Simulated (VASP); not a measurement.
# PtS2 (P-3m1) in VASP: further runs, part 2 of 2

VASP 6.6.1.

## (5) Single point, r2SCAN

The input, INCAR:

```
SYSTEM = PtS2
  PREC = Accurate
  ENCUT = 300
  EDIFF = 1E-7
  ISMEAR = 0
  SIGMA = 0.05
  LREAL = .FALSE.
  LASPH = .TRUE.
  NELM = 100
  ALGO = Normal
  ISIF = 2
  LWAVE = .FALSE.
  LCHARG = .FALSE.
  METAGGA = R2SCAN
  LMIXTAU = .TRUE.
  ADDGRID = .FALSE.
```

The input, KPOINTS:

```
regular mesh
0
G
  11 11 7
  0 0 0
```

The input, POSCAR:

```
PtS2
1.0
    3.5432000000      0.0000000000      0.0000000000
   -1.7716000000      3.0685012107      0.0000000000
    0.0000000000      0.0000000000      5.0388000000
Pt S
1 2
Direct
    0.0000000000      0.0000000000      0.0000000000
    0.6666666667      0.3333333333      0.7730000000
    0.3333333333      0.6666666667      0.2270000000
```

Potentials or basis: VASP PAW PBE potentials, release 64 (Pt, S).

Launch:

```console
cat potpaw_PBE.64/Pt/POTCAR potpaw_PBE.64/S/POTCAR > POTCAR
mpirun -np 1 vasp_std > vasp.out
```

OUTCAR:

```text
SYSTEM = PtS2
   PREC = Accurate
   ENCUT = 300
   EDIFF = 1E-7
   ISMEAR = 0
   LREAL = .FALSE.
   LASPH = .TRUE.
   NELM = 100
   ISIF = 2
   METAGGA = R2SCAN

 Found     94 irreducible k-points:

 Following reciprocal coordinates:
            Coordinates               Weight
  0.000000  0.000000  0.000000      1.000000
  0.090909  0.000000  0.000000      6.000000
  0.181818  0.000000  0.000000      6.000000
  0.272727  0.000000  0.000000      6.000000
  0.363636 -0.000000  0.000000      6.000000
  0.454545 -0.000000  0.000000      6.000000
   k-points           NKPTS =     94   k-points in BZ     NKDIM =     94   number of bands    NBANDS=     15
   number of dos      NEDOS =    301   number of ions     NIONS =      3
   total plane-waves  NPLWV =  11200
   dimension x,y,z NGX =    20 NGY =   20 NGZ =   28
   dimension x,y,z NGXF=    40 NGYF=   40 NGZF=   56
   ions per type =               1   2
   NGX,Y,Z   is equivalent  to a cutoff of   9.38,  9.38,  9.24 a.u.
   NGXF,Y,Z  is equivalent  to a cutoff of  18.77, 18.77, 18.48 a.u.
 SYSTEM =  PtS2
   PREC   = accura    normal or accurate (medium, high low for compatibility)
   ISTART =      0    job   : 0-new  1-cont  2-samecut
   ICHARG =      2    charge: 1-file 2-atom 10-const
   ISPIN  =      1    spin polarized calculation?
   LNONCOLLINEAR =      F non collinear calculations
   LSORBIT =      F    spin-orbit coupling
   LASPH  =      T    aspherical Exc in radial PAW
   ENCUT  =  300.0 eV  22.05 Ry    4.70 a.u.   5.00  5.00  7.12*2*pi/ulx,y,z
   NELM   =    100;   NELMIN=  2; NELMDL= -5     # of ELM steps
   EDIFF  = 0.1E-06   stopping-criterion for ELM
   LREAL  =      F    real-space projection
   EDIFFG = 0.1E-05   stopping-criterion for IOM
   NSW    =      0    number of steps for IOM
   IBRION =     -1    ionic relax: 0-MD 1-quasi-New 2-CG
   NFREE  =      0    steps in history (QN), initial steepest desc. (CG)
   ISIF   =      2    stress and relaxation
   ISYM   =      2    0-nonsym 1-usesym 2-fastsym
   POTIM  = 0.5000    time-step for ionic-motion
   TEBEG  =    0.0;   TEEND  =   0.0 temperature during run
   PSTRESS=    0.0 pullay stress
   NELECT =      22.0000    total number of electrons
   NUPDOWN=      -1.0000    fix difference up-down
   EMIN   =  10.00;   EMAX   =-10.00  energy-range for DOS
   EFERMI =   0.00;   METHOD = LEGACY
   ISMEAR =     0;   SIGMA  =   0.05  broadening in eV -4-tet -1-fermi 0-gaus
   EFERMI_NEDOS =   21; number of points for ismear=-14 and -15
   IALGO  =     38    algorithm
[... 24 lines left out ...]
  ext. energy  EPLUGINS =         0.00000000
  ---------------------------------------------------
  free energy    TOTEN  =       -68.74134151 eV

  energy without entropy =      -68.74134151  energy(sigma->0) =      -68.74134151

 E-fermi :   6.8478     XC(G=0): -11.2790

 val. band max:        6.5670206627   @ k =   0.0000   0.1818   0.1429
 cond. band min:       7.4659723309   @ k =   0.0000   0.2727   0.2857
 fundamental gap:      0.8989516683
 Fermi energy:         6.8477964572

 k-point     1 :       0.0000    0.0000    0.0000
  band No.  band energies     occupation
      1      -9.7026      2.00000
      2      -6.3378      2.00000
      3      -0.7868      2.00000
      4      -0.7868      2.00000
      5      -0.6591      2.00000
      6       2.3593      2.00000
      7       2.3593      2.00000
      8       4.6410      2.00000
      9       5.3286      2.00000
     10       5.3286      2.00000
     11       6.4206      2.00000
     12       9.1581      0.00000
     13       9.1581      0.00000
     14      11.7571      0.00000
[... 77 lines left out ...]
      2      -7.2921      2.00000
      3      -1.2339      2.00000
      4       0.1039      2.00000
      5       1.0341      2.00000
      6       1.8641      2.00000
      7       2.6573      2.00000
      8       3.1042      2.00000
      9       3.3641      2.00000
     10       3.5578      2.00000
     11       4.2216      2.00000
     12       8.4654      0.00000
     13       9.5317      0.00000
     14      12.3832      0.00000
     15      13.6837      0.00000

 [... further k-points ...]

------------------------ aborting loop because EDIFF is reached ----------------------------------------

  FORCE on cell =-STRESS in cart. coord.  units (eV):
  Direction    XX          YY          ZZ          XY          YZ          ZX
  --------------------------------------------------------------------------------------
  -------------------------------------------------------------------------------------
  Total        3.0059091      3.0059091      3.0720869      0.0000000      0.0000000      0.0000000
  in kB       87.9098109     87.9098109     89.8452240      0.0000000      0.0000000      0.0000000
  external PRESSURE =      88.5549486 kB  Pullay stress =       0.0000000 kB

 VOLUME and BASIS-vectors are now :
 -----------------------------------------------------------------------------
  energy-cutoff  :      300.00
  volume of cell :       54.78
      direct lattice vectors                 reciprocal lattice vectors
     3.543200000  0.000000000  0.000000000     0.282230752  0.162946001  0.000000000
    -1.771600000  3.068501211  0.000000000     0.000000000  0.325892001  0.000000000
     0.000000000  0.000000000  5.038800000     0.000000000  0.000000000  0.198459951

 POSITION                                       TOTAL-FORCE (eV/Angst)
 -----------------------------------------------------------------------------------
      0.00000      0.00000      0.00000        -0.000000      0.000000      0.000000
      1.77160      1.02283      3.89499        -0.000000     -0.000000     -1.211171
     -0.00000      2.04567      1.14381         0.000000      0.000000      1.211171
 -----------------------------------------------------------------------------------
    total drift:                                0.000000     -0.000000      0.000000

  FREE ENERGIE OF THE ION-ELECTRON SYSTEM (eV)
  ---------------------------------------------------
  free  energy   TOTEN  =       -68.7413415096 eV

  energy  without entropy=      -68.7413415096  energy(sigma->0) =      -68.74134151
```

OSZICAR:

```text
N       E                     dE             d eps       ncg     rms          rms(c)
DAV:   1     0.193199267903E+02    0.19320E+02   -0.78951E+03  3044   0.844E+02
DAV:   2    -0.727206642450E+02   -0.92041E+02   -0.89783E+02  3681   0.199E+02
DAV:   3    -0.757279884089E+02   -0.30073E+01   -0.29989E+01  3499   0.407E+01
[... 12 lines left out ...]
DAV:  16    -0.687413398617E+02    0.40888E-04   -0.47227E-06  3751   0.219E-02    0.544E-03
DAV:  17    -0.687413331565E+02    0.67052E-05   -0.16573E-07  2635   0.395E-03    0.918E-03
DAV:  18    -0.687413387370E+02   -0.55805E-05   -0.47560E-07  3037   0.664E-03    0.988E-04
DAV:  19    -0.687413415460E+02   -0.28090E-05   -0.53261E-08  1837   0.219E-03    0.669E-04
DAV:  20    -0.687413415096E+02    0.36438E-07   -0.47121E-09  1508   0.581E-04
   1 F= -.68741342E+02 E0= -.68741342E+02  d E =-.403285E-17
```

stdout:

```text
POSCAR found type information on POSCAR PtS
 POSCAR found :  2 types and       3 ions
 scaLAPACK will be used
 -----------------------------------------------------------------------------
|                                                                             |
|                                                                             |
|     You enforced a specific xc type in the INCAR file but a different       |
|     I HOPE YOU KNOW WHAT YOU ARE DOING!                                     |
|                                                                             |
 -----------------------------------------------------------------------------

 LDA part: xc-table for (None), standard interpolation
 POSCAR, INCAR and KPOINTS ok, starting setup
 FFT: planning ... GRIDC
 FFT: planning ... GRID_SOFT
 FFT: planning ... GRID
 WAVECAR not read
 entering main loop
```

Wall time 73 s (1 thread of Intel Xeon Platinum 8559C (Emerald Rapids), shared host); peak memory 0.15 GiB.

These settings aren't checked as converged: the numbers below hold their error.

What came out:

| Item | Value |
| --- | --- |
| Free energy | -68.7413 eV |
| Pressure | 8.9 GPa |
| Largest force | 1.211 eV/Å |
| Band gap on the k mesh | 0.90 eV, indirect (least direct gap 1.17 eV) |

Caveat: the cutoff is under 1.25 times the usual one of these potentials, so pressure, stress and relaxed cells hold a basis-set (Pulay) error; the PAW data sets were made with another functional, which shifts forces and pressure a little; spin-orbit coupling is left out, which moves the levels of the heavy elements; an odd mesh through Γ misses points on the zone boundary, where band edges often lie.
